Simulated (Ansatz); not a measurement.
# (BeTe)2(CuCl)2 [001] superlattice, started as zinc blende: phonons and vibrational spectra

Wanted: vibrations and spectra of (BeTe)2(CuCl)2 [001] superlattice, started as zinc blende; the cell is already relaxed.

Method: DFT LDA, scalar-relativistic, plane waves, PAW, in Ansatz 0.2.0.

The structure was built from a prototype and need not be the compound's stable phase.

### Step 1. The structure

Symmetry: Pmm2, No. 25, orthorhombic system. Conventional cell: a = 3.871 Å, b = 3.938 Å, c = 10.339 Å, α = 90.00°, β = 90.00°, γ = 90.00°. Nearest to Be lie 2 Cl at 2.25 Å and 2 Te at 2.34 Å. Be has 4 Te at 2.35 to 2.45 Å nearest. Nearest to Cl lie 4 Cu at 2.22 to 2.36 Å. Cl has 2 Be at 2.25 Å and 2 Cu at 2.35 Å nearest. Nearest to Cu lie 2 Cl at 2.36 Å and 2 Te at 2.44 Å. Nearest to Cu lie 4 Cl at 2.22 to 2.35 Å. Farther neighbours and most contacts between anions are not listed.

### Step 2. Modes at Γ

The cell comes from relaxations at this level that are not shown. The zone centre is the only wavevector solved here; it holds the modes that light can see, as far as symmetry allows. No field response is asked, since the mesh shows no gap.

The input, input.yaml:

```yaml
crystal:
  lattice:
    - [2.7374255201, 2.7374255201, 0.0]
    - [-2.7842679642, 2.7842679642, 0.0]
    - [0.0, 0.0, 10.3385535665]
  atoms:
    - { symbol: Be, position: [0.0, 0.0, -0.0189889701] }
    - { symbol: Be, position: [0.5, 0.5, 0.2485454693] }
    - { symbol: Cl, position: [0.5, 0.0, 0.6476051841] }
    - { symbol: Cl, position: [1.0, 0.5, 0.8750092023] }
    - { symbol: Cu, position: [0.0, 0.0, 0.5166493212] }
    - { symbol: Cu, position: [0.5, 0.5, 0.7464496367] }
    - { symbol: Te, position: [0.5, 0.0, 0.1081335024] }
    - { symbol: Te, position: [1.0, 0.5, 0.3765966541] }
kpoints:
  mp_grid: { grid: [12, 12, 4] }
hamiltonian:
  xc: lda
scf:
  occupations: { method: methfessel_paxton, width: 0.2 }
output:
  eigenvalues: true
phonons:
  method: dfpt
```

On the command line:

```bash
> ansatz run input.yaml --threads 4 --pin off --max-ram 14336MiB --backend cpu --events-out ev --progress --plain --runs-dir out
```

Numbers of over 12 decimals in the logs are rounded to 6 here.

The log of the run:

```text
zone centre: on kpoints.mp_grid the ground state, and the responses unless they are solved on pairs of k-points, stand on 222 of the mesh's 576 k-points, reduced under 2 symmetry operations, with k and −k counted as one. Each operation leaves every solved displacement unchanged or reverses it
Engine: ansatz 0.2.0, aarch64-unknown-linux-gnu
Pseudopotentials: kind: paw
Pseudopotential: Be, paw, valence charge 2, recommended cutoff 420 eV (normal), Be.paw.azcp
Pseudopotential: Cl, paw, valence charge 7, recommended cutoff 420 eV (normal), Cl.paw.azcp
Pseudopotential: Cu, paw, valence charge 19, recommended cutoff 420 eV (normal), Cu.paw.azcp
Pseudopotential: Te, paw, valence charge 16, recommended cutoff 420 eV (normal), Te.paw.azcp
Functional definition: SPW92
  exchange = slater_x
  correlation = pw_c
Crystal: 8 atoms, lattice volume = 157.595 Å³
Basis set: ecut = 420 eV, 3115 PW (Γ), exchange–correlation on 54×54×144 points (8 copies of the dense FFT grid, shifted against one another)
Bands: 53, of which v1, the nominal top of the filled ones, is band 44 counted from 1 (43 counted from 0)
Symmetry: 4 space group operations
k-points: 222 of 576 (irreducible under 2 space group operations, time reversal used)
Non-local potential: Be, projectors of the file, l = 0: 2, l = 1: 2, l = 2: 1
Non-local potential: Cl, projectors of the file, l = 0: 2, l = 1: 2, l = 2: 2
Non-local potential: Cu, projectors of the file, l = 0: 3, l = 1: 2, l = 2: 3, l = 3: 1
Non-local potential: Te, projectors of the file, l = 0: 2, l = 1: 2, l = 2: 2, l = 3: 2
PAW form: soft (Blöchl's): semilocal exchange-correlation on the pseudo side does not see the compensation charge
PAW frozen core: Be, regenerated for the run's functional, and the local potential with it (the file was generated under x = pbe(κ = 0.804, μ = 0.219515), c = pbe(β = 0.066725))
PAW frozen core: Cl, regenerated for the run's functional, and the local potential with it (the file was generated under x = pbe(κ = 0.804, μ = 0.219515), c = pbe(β = 0.066725))
PAW frozen core: Cu, regenerated for the run's functional, and the local potential with it (the file was generated under x = pbe(κ = 0.804, μ = 0.219515), c = pbe(β = 0.066725))
PAW frozen core: Te, regenerated for the run's functional, and the local potential with it (the file was generated under x = pbe(κ = 0.804, μ = 0.219515), c = pbe(β = 0.066725))
PAW one-centre angular grid: Be, 110 points (default); XC on 64 Gauss nodes
PAW one-centre angular grid: Cl, 110 points (default); XC on 64 Gauss nodes
PAW one-centre angular grid: Cu, 590 points (default); XC on 64 Gauss nodes
PAW one-centre angular grid: Te, 590 points (default); XC on 64 Gauss nodes
Initial density: superposition of atomic densities (neutral atoms: chi_scale 0, normalization atom), corrected by the library's trained network
Initial wavefunctions: pseudopotential atomic-orbital guess
Functional: x = slater, c = lda
SCF iter   1: F=—  HF=-29032.979945 eV  |F-HF|=—  |Δ(HF+E_count)|=         —  Δρ=1.15e-2  dr2=2.73e-1  ethr=1.77e-3  ⟨swp⟩=9.2  Hψ=51354  notcnv=0
preconditioner: auto → Resta (q_TF=auto, 2.476 Å⁻¹)  ε∞=6.6  [insulator: Δε(μ)=0.330 eV  Ē_g=9.005 eV  σ=0.200 eV  W_gap=0.63  n_scr=48 (ndim 8)  ℏωp=21.3 eV  f_vac=0.027  D(μ)=-0.04/eV (n_scr^D=0)  ε∞_Penn≈6.6]
SCF iter   2: F=—  HF=-29032.944310 eV  |F-HF|=—  |Δ(HF+E_count)|=   3.56e-2  S|Δr|=    0.00e0  Δρ=7.25e-3  dr2=8.90e-2  ethr=3.10e-4  ⟨swp⟩=2.0  Hψ=23608  notcnv=0  defer=206
preconditioner: auto → Kerker (q_TF=auto, 2.476 Å⁻¹)  [metal: Δε(μ)=0.113 eV  Ē_g=9.077 eV  σ=0.200 eV  W_gap=0.43  n_scr=48 (ndim 8)  ℏωp=21.3 eV  f_vac=0.026  D(μ)=0.07/eV (n_scr^D=0)]
SCF iter   3: F=—  HF=-29032.930765 eV  |F-HF|=—  |Δ(HF+E_count)|=   1.35e-2  S|Δr|=    0.00e0  Δρ=4.49e-3  dr2=6.28e-2  ethr=1.01e-4  ⟨swp⟩=2.0  Hψ=21103  notcnv=0  defer=206
SCF iter   4: F=—  HF=-29032.920203 eV  |F-HF|=—  |Δ(HF+E_count)|=   1.06e-2  S|Δr|=    0.00e0  Δρ=1.88e-3  dr2=1.25e-2  ethr=7.13e-5  ⟨swp⟩=1.0  Hψ=13542  notcnv=0  defer=6
SCF iter   5: F=—  HF=-29032.918286 eV  |F-HF|=—  |Δ(HF+E_count)|=   1.92e-3  S|Δr|=    0.00e0  Δρ=8.95e-4  dr2=3.05e-3  ethr=1.42e-5  ⟨swp⟩=2.0  Hψ=14156  notcnv=0  defer=6
SCF iter   6: F=—  HF=-29032.917736 eV  |F-HF|=—  |Δ(HF+E_count)|=   5.51e-4  S|Δr|=    0.00e0  Δρ=3.52e-4  dr2=5.22e-4  ethr=3.46e-6  ⟨swp⟩=2.0  Hψ=13188  notcnv=0  defer=6
SCF iter   7: F=—  HF=-29032.917642 eV  |F-HF|=—  |Δ(HF+E_count)|=   9.35e-5  S|Δr|=    0.00e0  Δρ=2.09e-4  dr2=1.57e-4  ethr=5.93e-7  ⟨swp⟩=1.7  Hψ=11716  notcnv=0  defer=6
SCF iter   8: F=—  HF=-29032.917626 eV  |F-HF|=—  |Δ(HF+E_count)|=   1.65e-5  S|Δr|=    0.00e0  Δρ=1.36e-4  dr2=4.40e-5  ethr=1.79e-7  ⟨swp⟩=2.0  Hψ=14287  notcnv=0  defer=6
SCF iter   9: F=—  HF=-29032.917619 eV  |F-HF|=—  |Δ(HF+E_count)|=   6.59e-6  S|Δr|=    0.00e0  Δρ=3.94e-5  dr2=6.17e-6  ethr=5.00e-8  ⟨swp⟩=2.0  Hψ=14498  notcnv=0  defer=6
SCF iter  10: F=—  HF=-29032.917610 eV  |F-HF|=—  |Δ(HF+E_count)|=   8.83e-6  S|Δr|=    0.00e0  Δρ=2.79e-5  dr2=3.41e-6  ethr=7.01e-9  ⟨swp⟩=2.0  Hψ=18136  notcnv=0  defer=11
SCF iter  11: F=—  HF=-29032.917610 eV  |F-HF|=—  |Δ(HF+E_count)|=   4.16e-7  S|Δr|=    0.00e0  Δρ=2.35e-5  dr2=1.29e-6  ethr=3.87e-9  ⟨swp⟩=2.0  Hψ=14145  notcnv=0  defer=13
SCF iter  12: F=—  HF=-29032.917610 eV  |F-HF|=—  |Δ(HF+E_count)|=   2.09e-7  S|Δr|=    0.00e0  Δρ=6.85e-6  dr2=2.89e-7  ethr=1.47e-9  ⟨swp⟩=2.2  Hψ=15650  notcnv=0  defer=15
SCF iter  13: F=—  HF=-29032.917610 eV  |F-HF|=—  |Δ(HF+E_count)|=   2.70e-8  S|Δr|=    0.00e0  Δρ=7.96e-6  dr2=1.75e-7  ethr=3.29e-10  ⟨swp⟩=2.0  Hψ=20899  notcnv=0  defer=15
SCF iter  14: F=—  HF=-29032.917610 eV  |F-HF|=—  |Δ(HF+E_count)|=   1.29e-8  S|Δr|=    0.00e0  Δρ=8.16e-6  dr2=1.34e-7  ethr=1.99e-10  ⟨swp⟩=2.0  Hψ=19827  notcnv=0  defer=15
SCF iter  15: F=—  HF=-29032.917610 eV  |F-HF|=—  |Δ(HF+E_count)|=   2.41e-8  S|Δr|=    0.00e0  Δρ=2.30e-6  dr2=2.61e-8  ethr=1.53e-10  ⟨swp⟩=2.0  Hψ=14192  notcnv=0  defer=15
SCF iter  16: F=—  HF=-29032.917610 eV  |F-HF|=—  |Δ(HF+E_count)|=   3.88e-9  S|Δr|=    0.00e0  Δρ=7.91e-7  dr2=4.57e-9  ethr=2.97e-11  ⟨swp⟩=2.1  Hψ=14829  notcnv=0  defer=15
SCF iter  17: F=—  HF=-29032.917610 eV  |F-HF|=—  |Δ(HF+E_count)|=  7.35e-10  S|Δr|=    0.00e0  Δρ=3.03e-7  dr2=3.30e-10  ethr=5.20e-12  ⟨swp⟩=2.0  Hψ=15398  notcnv=0  defer=15
SCF iter  18: F=—  HF=-29032.917610 eV  |F-HF|=—  |Δ(HF+E_count)|=  4.37e-11  S|Δr|=    0.00e0  Δρ=1.83e-7  dr2=9.87e-11  ethr=1.00e-12  ⟨swp⟩=1.4  Hψ=13952  notcnv=0  defer=15
SCF iter  19: F=-29032.917610 eV  HF=-29032.917610 eV  |F-HF|=2.91e-11  |Δ(HF+E_count)|=  7.28e-12  S|Δr|=    0.00e0  Δρ=5.91e-8  dr2=6.94e-12  ethr=1.00e-12  ⟨swp⟩=12.1  Hψ=65142  notcnv=0
SCF 1 converged in 19 iterations: F = -29032.917610 eV  dr2 = 6.94e-12
  greatest PAW one-centre occupation: 1.000 electrons in one spin orbital (limit 2), on the Cu atom at site 5 (counted from 0), in its partial waves of l = 1
DFPT response loops at Γ: preconditioner auto → Kerker (q_TF=auto, 2.476 Å⁻¹) (partly filled bands, converged f_vac=0.022); β = 1.00, the filter's whole step (`scf.mixing.beta` (0.50) is not read by the response loops under this deck's `scf.mixing.preconditioner`; to damp them name `kerker` or `kerker_dos`, under which they read `scf.mixing.beta`, and type it under 1.00, their step now; both keys bind the ground state too); Broyden in place of MSR1
SCF converged after 19 iterations
Stability not checked: this state was not tested for a lower state beside it, because cold or Methfessel-Paxton smearing, or corrected tetrahedra, fill the levels in a way that the test cannot read (fill_not_monotonic; see scf.lower_state_search)
Free energy (F): -29032.917610 eV
Harris-Foulkes:  -29032.917610 eV  (|F-HF|=2.91e-11)
Internal energy: -29032.920585 eV  (E = F + TS)
E sigma→0 (E₀):  -29032.918353 eV
Entropy (-TS):   0.002975 eV (0.372 meV/atom)
Fermi energy:    9.206308 eV
Step filling:    the computed levels leave a gap of 0.0013 eV = 0.0 smearing widths at the electron count; against every level under it full and every level over it empty, smearing changes F+E_penalty+E_count by +1.090 meV and its σ→0 estimate by +0.346 meV
--- Per-component energies (eV) ---
  E_band       = -1528.098267
  E_kinetic    = 1330.674086
  E_local      = -16228.555783  (includes V_loc(G=0)·N_el)
  E_nonlocal   = 276.259140
  E_hartree    = 7763.343183
  E_xc         = -673.611579
  E_vxc        = -721.317440  (∫ρ·V_xc dr)
  E_paw        = -13590.979512  (= ΣΔE_a)
  E_vpaw       = -1711.845106  (= ΣTr[D̂ρ^β])
  E_aug_tail   = 0.000207  (compensation charges beyond the density's cutoff)
  E_ewald      = -7912.748528
  E_core_change = 2.698200  (= ΣΔE_core)
  E_smearing   = 0.002975  (= −TS)
  E_closure    = 0.000000  (closes the sum)
  Σ components = -29032.917610   (vs F -29032.917610, Δ=0.00e0)
--- Band table (eV; the first three rows and the last of 222) ---
  k-point 0: bands = [... 40 lower, 6.9235, 7.9883, 8.0048, 8.9642, 9.0786, 9.9417, 10.5253, 11.0911, ... 5 higher]
  k-point 1: bands = [... 40 lower, 7.0430, 7.8227, 7.9253, 8.9332, 9.2326, 10.1105, 10.5018, 11.0825, ... 5 higher]
  k-point 2: bands = [... 40 lower, 7.1942, 7.6765, 7.8466, 8.9022, 9.3216, 10.3947, 10.4473, 11.0339, ... 5 higher]
  k-point 221: bands = [... 40 lower, 6.6463, 6.9070, 6.9728, 7.0496, 10.7252, 10.9205, 11.5949, 12.0006, ... 5 higher]
--- Phonons (Γ-DFPT): 16 representative perturbations + reference, on 222 of 576 k-points (Σ response iterations 59) ---
  k mesh reduced under 2 symmetry operations, with k and −k counted as one. Each operation leaves every solved displacement unchanged or reverses it
  ASR residual: 6.021e-5 → 0.000e0 eV/Å²; symmetrization residual: 4.819e-6 eV/Å²
  ASR residual per site (eV/Å²): 4.65e-6 6.02e-6 3.22e-6 8.08e-6 6.02e-5 2.56e-5 4.02e-5 2.50e-5
  Γ frequencies (cm⁻¹): -184.96 0.00 0.00 0.00 19.91 45.36 51.05 58.96 80.63 90.88 111.00 119.59 141.73 175.37 181.35 195.59 219.98 228.34 297.07 384.78 463.67 518.18 527.19 535.18
  non-analytic LO–TO correction: not included (Born effective charges unavailable; polar crystals: no LO–TO splitting at Γ)
```

Wall time 20 min (4 threads of Arm Neoverse V1, shared host); peak memory 5.7 GiB; 78 min of CPU time.

Numbers from this step:

| Item | Value |
| --- | --- |
| volume per atom | 19.70 Å³ |
| gap on the k-mesh | 0 eV |
| sum-rule residual before enforcement | 6.02e-5 eV/Å² |
| point group | mm2 |
| highest optical mode at the zone centre (no LO-TO term) | 535.2 cm⁻¹ |
| lowest optical zone-centre mode | -185.0 cm⁻¹ |

Patterns of degenerate modes are one choice out of their space. The modes at Γ (shares of kinetic energy by element, %) (negative means imaginary):

| mode | frequency (cm⁻¹) | symmetry | Be % | Cl % | Cu % | Te % |
| --- | --- | --- | --- | --- | --- | --- |
| 1 | -185.0 | B2 | 82 | 18 | 0 | 0 |
| 2 | 0.0 | acoustic | 4 | 15 | 27 | 54 |
| 3 | 0.0 | acoustic | 4 | 15 | 27 | 54 |
| 4 | 0.0 | acoustic | 4 | 15 | 27 | 54 |
| 5 | 19.9 | B1 | 0 | 12 | 87 | 1 |
| 6 | 45.4 | B2 | 0 | 19 | 63 | 18 |
| 7 | 51.0 | B1 | 2 | 2 | 59 | 37 |
| 8 | 59.0 | B2 | 4 | 12 | 20 | 64 |
| 9 | 80.6 | B1 | 6 | 1 | 4 | 90 |
| 10 | 90.9 | A1 | 1 | 4 | 76 | 20 |
| 11 | 111.0 | A1 | 2 | 7 | 31 | 60 |
| 12 | 119.6 | B2 | 17 | 63 | 1 | 19 |
| 13 | 141.7 | B1 | 0 | 81 | 14 | 5 |
| 14 | 175.4 | A1 | 1 | 22 | 41 | 36 |
| 15 | 181.3 | A1 | 0 | 57 | 23 | 21 |
| 16 | 195.6 | B1 | 0 | 90 | 9 | 1 |
| 17 | 220.0 | B2 | 0 | 0 | 62 | 38 |
| 18 | 228.3 | A1 | 1 | 93 | 3 | 4 |
| 19 | 297.1 | B2 | 0 | 72 | 27 | 0 |
| 20 | 384.8 | B2 | 93 | 0 | 0 | 7 |
| 21 | 463.7 | A1 | 94 | 1 | 0 | 5 |
| 22 | 518.2 | B1 | 94 | 0 | 0 | 6 |
| 23 | 527.2 | A1 | 98 | 1 | 0 | 2 |
| 24 | 535.2 | B1 | 94 | 0 | 0 | 6 |

Displacements in mode 1 (-185.0 cm⁻¹), the largest set to 1:
```
Be1  1.00 -1.00  0.00
Be2  0.02 -0.02  0.00
Cl3 -0.04  0.04  0.00
Cl4 -0.23  0.23  0.00
Cu5  0.00  0.00  0.00
Cu6  0.00  0.00  0.00
Te7  0.00  0.00  0.00
Te8  0.00  0.00  0.00
```

Displacements in mode 6 (45.4 cm⁻¹), the largest set to 1:
```
Be1  0.17 -0.17  0.00
Be2 -0.11  0.11  0.00
Cl3  0.82 -0.82  0.00
Cl4  0.00  0.00  0.00
Cu5 -0.49  0.49  0.00
Cu6  1.00 -1.00  0.00
Te7 -0.07  0.07  0.00
Te8 -0.41  0.41  0.00
```

Before it was imposed, the acoustic sum rule was missed by 6.0e-5 eV/Å². Small misses are needed for a sound result but don't prove that mesh and cutoff are converged. The lowest optical mode is imaginary, 185.0i cm⁻¹, so the energy falls along it.

### Step 3. Another isotope, element Cl, natural mass 35.45 amu

An isotope changes the mass and not the force constants, so no new electronic calculation is needed; the shifts show which modes move this element.

The same force constants with the mass of Cl changed from 35.450 to 36.966 u (phonopy, no LO-TO term). Both lists are sorted by frequency; levels can cross, so a row need not hold one and the same mode. Modes under 3 cm⁻¹ are left out. Isotope shifts, by row:

| q | rank | natural mass (cm⁻¹) | changed mass (cm⁻¹) |
| --- | --- | --- | --- |
| 0 0 0 | 1 | -185 | -184.3 |
| 0 0 0 | 5 | 19.91 | 19.86 |
| 0 0 0 | 6 | 45.36 | 45.18 |
| 0 0 0 | 7 | 51.05 | 51.03 |
| 0 0 0 | 8 | 58.96 | 58.81 |
| 0 0 0 | 9 | 80.63 | 80.62 |
| 0 0 0 | 10 | 90.88 | 90.8 |
| 0 0 0 | 11 | 111 | 110.8 |
| 0 0 0 | 12 | 119.6 | 118 |
| 0 0 0 | 13 | 141.7 | 139.4 |
| 0 0 0 | 14 | 175.4 | 174.3 |
| 0 0 0 | 15 | 181.3 | 179.6 |
| 0 0 0 | 16 | 195.6 | 192 |
| 0 0 0 | 17 | 220 | 220 |
| 0 0 0 | 18 | 228.3 | 223.9 |
| 0 0 0 | 19 | 297.1 | 292.6 |
| 0 0 0 | 20 | 384.8 | 384.7 |
| 0 0 0 | 21 | 463.7 | 463.6 |
| 0 0 0 | 22 | 518.2 | 518.2 |
| 0 0 0 | 23 | 527.2 | 527.1 |
| 0 0 0 | 24 | 535.2 | 535.2 |

A mode of this element alone would shift by -2.07 %. The highest zone-centre frequency without the field goes from 535.2 to 535.2 cm⁻¹ (-0.0 %).

### Step 4. Isotope substitution, element Cu, natural mass 63.546 amu

The same for Cu, from 63.55 to 64.93 u.

A mode of this element alone would shift by -1.07 %. The highest zone-centre frequency without the field goes from 535.2 to 535.2 cm⁻¹ (+0.0 %).

### Step 5. Another isotope, element Te, natural mass 127.6 amu

The same for Te, from 127.60 to 129.91 u.

A mode of this element alone would shift by -0.89 %. The highest zone-centre frequency without the field goes from 535.2 to 534.9 cm⁻¹ (-0.1 %).

### Step 6. Results

- space group (within 0.01 Å): Pmm2
- volume per atom: 19.7 Å³
- electronic character: no gap on this mesh
- highest optical mode at the zone centre (no LO-TO term): 535 cm⁻¹
- lowest optical zone-centre mode: -185 cm⁻¹
- imaginary modes at Γ (the only wavevector solved): yes

A zone-centre mode is imaginary (185.0i cm⁻¹), so this structure is not a minimum of the energy. The optical modes at Γ span -185 to 535 cm⁻¹ (negative means imaginary). No dispersion was computed. The highest mode in this list at Γ, 535.2 cm⁻¹, is mostly motion of Be (94 % of the kinetic energy). With no gap, or one that is small against the smearing, the frequencies hang on the k mesh and the smearing, most of all near Kohn anomalies. A semilocal functional can close a gap that the real compound would have, so the metallic treatment may be an artefact of the level. Spin-orbit coupling is left out, which can matter for the heavy elements here. The starting cell was built on a prototype and not taken from a measurement, so the phase need not exist. These are harmonic frequencies at zero temperature: anharmonic shifts, linewidths and thermal expansion are left out.

[Logs are printed without paths, hosts, clocks, repeated set-up lines and the standing remarks that a program may print on its own settings, such as how far it seeks lower states.]

[Hosts, paths, dates, database ids (printed as entryN), source tags and the programs' standing remarks are cut or masked in the printed files.]
